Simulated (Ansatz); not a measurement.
The cell is COD entry 9008768, as deposited and not checked against the literature; nothing was relaxed.

YN: DFT, PBE, PAW with Ansatz's default frozen-core files, scalar-relativistic (Ansatz 0.2.0).

Command: `ansatz run input.yaml --threads 1 --pin off --max-ram 2048MiB --backend cpu --events-out ev --progress --plain --runs-dir out` The run took about 9.4 s on 1 thread of a shared machine.

```yaml
crystal:
  lattice:
    - [0.0, 2.4385, 2.4385]
    - [2.4385, 0.0, 2.4385]
    - [2.4385, 2.4385, 0.0]
  atoms:
    - { symbol: "Y", position: [0.0, 0.0, 0.0] }
    - { symbol: "N", position: [0.5, 0.5, 0.5] }
kpoints:
  mp_grid: { grid: [11, 11, 11] }
  band_path:
    path:
      - [0.0, 0.0, 0.0]
      - [0.5, 0.0, 0.5]
      - [0.625, 0.25, 0.625]
      - [0.375, 0.375, 0.75]
      - [0.0, 0.0, 0.0]
      - [0.5, 0.5, 0.5]
      - [0.5, 0.25, 0.75]
      - [0.5, 0.0, 0.5]
    npoints: 8
scf:
  occupations: { method: fermi_dirac, width: 0.03 }
hamiltonian:
  xc: pbe
  pseudopotentials: { kind: paw }
output:
  forces: true
  stress: true
  eigenvalues: true
  efg: { contact_densities: true }
  populations: true
  bader: true
  dos: { projected: true, de: 0.2, e_range: [-14, 8] }
  write_density: true
  write_potential: true
  elf: true
  volumetric_format: npy
```

Output:

```
Y: output.efg is read without spin–orbit coupling, which moves field gradients at and beside such atoms by some per cent and up to a factor of two; PAW files take it under magnetization.noncollinear and magnetization.spin_orbit
Engine: ansatz 0.2.0
Pseudopotentials: kind: paw
Pseudopotential: Y, paw, valence charge 11, recommended cutoff 420 eV (normal)
Pseudopotential: N, paw, valence charge 5, recommended cutoff 420 eV (normal)
Functional definition: PBE
  parameter kappa = 0.804
  parameter beta = 0.06672455060314922
  exchange = pbe_x(kappa = kappa, mu = beta*pi^2/3)
  correlation = pbe_c(beta = beta)
Crystal: 2 atoms, lattice volume = 29.000 Å³
Basis set: ecut = 420 eV, 537 PW (Γ), exchange–correlation on 48×48×48 points (8 copies of the dense FFT grid, shifted against one another)
Bands: 12, of which v1, the nominal top of the filled ones, is band 8 counted from 1 (7 counted from 0)
Symmetry: 48 space group operations
Space group: Fm-3m (ITA 225), of the structure as read, at distance tolerance 3.1e-5 Å
k-points: 56 of 1331
Non-local potential: Y, projectors of the file, l = 0: 3, l = 1: 2, l = 2: 2, l = 3: 1
Non-local potential: N, projectors of the file, l = 0: 2, l = 1: 2, l = 2: 1
PAW form: soft (Blöchl's): semilocal exchange-correlation on the pseudo side does not see the compensation charge
PAW one-centre angular grid: Y, 590 points (default); XC on 64 Gauss nodes
PAW one-centre angular grid: N, 110 points (default); XC on 64 Gauss nodes
Initial density: superposition of atomic densities (neutral atoms: chi_scale 0, normalization atom), corrected by the library's trained network
Initial wavefunctions: pseudopotential atomic-orbital guess
Functional: x = pbe(κ = 0.804, μ = 0.2195149727645171), c = pbe(β = 0.06672455060314922)
SCF iter   1: F=—  HF=-4236.076150 eV  |F-HF|=—  |Δ(HF+E_count)|=         —  Δρ=4.27e-4  dr2=2.75e-5  ethr=1.77e-3  ⟨swp⟩=5.8  Hψ=3574  notcnv=0
preconditioner: auto → none  [insulator: Δε(μ)=0.220 eV  Ē_g=17.026 eV  σ=0.030 eV  W_gap=0.95  n_scr=8 (ndim 8)  ℏωp=25.8 eV  f_vac=0.000  D(μ)=0.01/eV (n_scr^D=0)  ε∞_Penn≈3.3]
SCF iter   2: F=—  HF=-4236.076141 eV  |F-HF|=—  |Δ(HF+E_count)|=   8.83e-6  Δρ=2.06e-4  dr2=4.34e-6  ethr=1.72e-7  ⟨swp⟩=2.9  Hψ=1725  notcnv=0
SCF iter   3: F=—  HF=-4236.076151 eV  |F-HF|=—  |Δ(HF+E_count)|=   1.07e-5  Δρ=1.20e-4  dr2=1.11e-6  ethr=2.71e-8  ⟨swp⟩=2.1  Hψ=1058  notcnv=0
iter 4 did not close the SCF: its close was put off for the readings that it lacked (scf_convergence_deferred on its scf_iter line)
SCF iter   4: F=-4236.076159 eV  HF=-4236.076159 eV  |F-HF|=2.85e-8  |Δ(HF+E_count)|=   7.17e-6  Δρ=1.29e-5  dr2=4.00e-8  ethr=6.93e-9  ⟨swp⟩=2.0  Hψ=1064  notcnv=0
iter 5 did not close the SCF: its close was put off for the readings that it lacked (scf_convergence_deferred on its scf_iter line)
SCF iter   5: F=-4236.076159 eV  HF=-4236.076159 eV  |F-HF|=5.98e-9  |Δ(HF+E_count)|=   1.29e-8  Δρ=5.96e-6  dr2=7.88e-9  ethr=2.50e-10  ⟨swp⟩=2.0  Hψ=1109  notcnv=0
SCF iter   6: F=-4236.076159 eV  HF=-4236.076159 eV  |F-HF|=2.18e-11  |Δ(HF+E_count)|=   2.78e-9  Δρ=5.99e-7  dr2=5.66e-11  ethr=4.92e-11  ⟨swp⟩=4.5  Hψ=3313  notcnv=0
SCF 1 converged in 6 iterations: F = -4236.076159 eV  dr2 = 5.66e-11
  greatest PAW one-centre occupation: 0.993 electrons in one spin orbital (limit 2), on the Y atom at site 0 (counted from 0), in its partial waves of l = 0
NSCF: frozen V_eff on 57 k-points
SCF converged after 6 iterations
Free energy (F): -4236.076159 eV
Harris-Foulkes:  -4236.076159 eV  (|F-HF|=2.18e-11)
Internal energy: -4236.076114 eV  (E = F + TS)
E sigma→0 (E₀):  -4236.076136 eV
Entropy (-TS):   -0.000045 eV (-0.023 meV/atom)
Fermi energy:    12.171611 eV
--- Per-component energies (eV) ---
  E_band       = -48.138801
  E_kinetic    = 437.847836
  E_local      = -600.763193  (includes V_loc(G=0)·N_el)
  E_nonlocal   = 94.800551
  E_hartree    = 185.228403
  E_xc         = -235.847170
  E_vxc        = -278.675254  (∫ρ·V_xc dr)
  E_paw        = -2952.172336  (= ΣΔE_a)
  E_vpaw       = -71.805812  (= ΣTr[D̂ρ^β])
  E_aug_tail   = 0.000095  (compensation charges beyond the density's cutoff)
  E_ewald      = -1165.170300
  E_smearing   = -0.000045  (= −TS)
  E_closure    = -0.000000  (closes the sum)
  Σ components = -4236.076159   (vs F -4236.076159, Δ=0.00e0)
--- Forces (eV/Å), atoms counted from 1 ---
  atom   1  Y     -0.00000000     0.00000000    -0.00000000
  atom   2  N      0.00000000    -0.00000000     0.00000000
  max |Σ_I F_I| component: 1.51e-29 eV/Å
--- Stress (GPa, compression-positive) ---
        2.933877       0.000000      -0.000000
        0.000000       2.933877       0.000000
       -0.000000      -0.000000       2.933877
  P = ⅓ Tr σ = 2.9339 GPa (29.339 kbar)
--- PAW observables at the nuclei: V_zz in 10²¹ V/m², potentials from the cell's mean, atoms counted from 1 ---
  atom   1  Y  V_zz =    -0.000000   η = 0.0000   by run symmetry: forbidden
            electrostatic potential = -5719.645108 V   contact ρ = 443892.045548 e/Å³
  atom   2  N  V_zz =    +0.000000   η = 0.0000   by run symmetry: forbidden
            electrostatic potential = -520.839018 V   contact ρ = 1415.524268 e/Å³
--- Band table (eV; the first three rows and the last of 56) ---
  k-point 0: bands = ["-28.6915", "-8.3393", "-8.3393", "-8.3393", "-0.8355", "12.0718", "12.0718", "12.0718", "15.2290", "15.2290", "15.2290", "16.3108"]
  k-point 1: bands = ["-28.6818", "-8.4457", "-8.3461", "-8.3461", "-0.6892", "11.5430", "11.7823", "11.7823", "15.2959", "15.4351", "15.4351", "16.7945"]
  k-point 2: bands = ["-28.6556", "-8.7160", "-8.3645", "-8.3645", "-0.3067", "10.4695", "11.1651", "11.1651", "15.4723", "15.9890", "15.9890", "17.8659"]
  k-point 55: bands = ["-28.5289", "-8.9769", "-8.9618", "-8.7084", "0.0978", "9.8337", "10.5130", "10.5444", "15.7060", "16.5795", "19.5245", "19.9323"]
--- Löwdin populations: 2 sites ---
  site symbol       q [e]
     0      Y     10.2029
     1      N      5.7483
  spilling = 0.003050 (of n_electrons = 16.000000)
--- Bader charges: 2 sites ---
  site symbol  charge [e]  shift [e]
     0      Y      1.8804     0.0002
     1      N     -1.8804     0.0002
  estimated error of the sums over rays = 6.0e-4 e
```

populations.tsv:

```
# site	symbol	l	j	q
# orbitals = lowdin
# n_electrons = 16.000000
# spilling = 0.003050
0	Y	0_4S	-	1.943116
0	Y	0_5S	-	0.391755
0	Y	1_4P	-	5.969647
0	Y	2_4D	-	1.898347
1	N	0_2S	-	1.521712
1	N	1_2P	-	4.226624
```

bader_charges.tsv:

```
# site	symbol	x_ang	y_ang	z_ang	partial_charge_e	electrons	volume_ang3	relative_density_drop	shared_charge_e	partial_wave_shift_e
# quadrature_error_electrons = 6.0e-4
0	Y	0.0000	0.0000	0.0000	1.88042	37.11958	13.17	-	1.88042	0.00019
1	N	2.4385	2.4385	2.4385	-1.88042	8.88042	15.83	-	-1.88042	0.00019
```
